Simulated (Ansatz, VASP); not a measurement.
# One calculation of AgCl, two programs

```xyz
2
Lattice="0.0000 2.8147 2.8147 2.8147 0.0000 2.8147 2.8147 2.8147 0.0000" Properties=species:S:1:pos:R:3 pbc="T T T"
Ag    2.8147    2.8147    2.8147
Cl    0.0000    0.0000    0.0000
```

Change from the starting cell: strain +0.015 along x and y, +0.015 along z, atoms carried along.

Alike in both runs: task single point; functional PBEsol; k mesh 8 × 8 × 8; occupations gaussian, width 0.05 eV; no spin polarisation.

|  | VASP | Ansatz |
| --- | --- | --- |
| version | VASP 6.6.1 | Ansatz 0.2.0 |
| potentials or method | VASP PAW PBE potentials, release 64 (Ag, Cl) | scalar-relativistic, plane waves, PAW |
| plane-wave cutoff (eV) | 520 | 420 |
| valence electrons in the cell | 18 | 26 |

|  | VASP | Ansatz | Ansatz less VASP |
| --- | --- | --- | --- |
| gap on the k mesh at the Fermi level (eV) | 0.75 | 0.75 | +0.002 |
| least direct gap on the mesh (eV) | 2.90 | 2.90 | -0.001 |
| pressure (GPa) | -4.4 | -4.3 | +0.09 |

The two sets of potentials don't hold the same shells in valence.

Caveats: the PAW data sets were made with another functional, which shifts forces and pressure a little (VASP). A k mesh can miss the band edges.
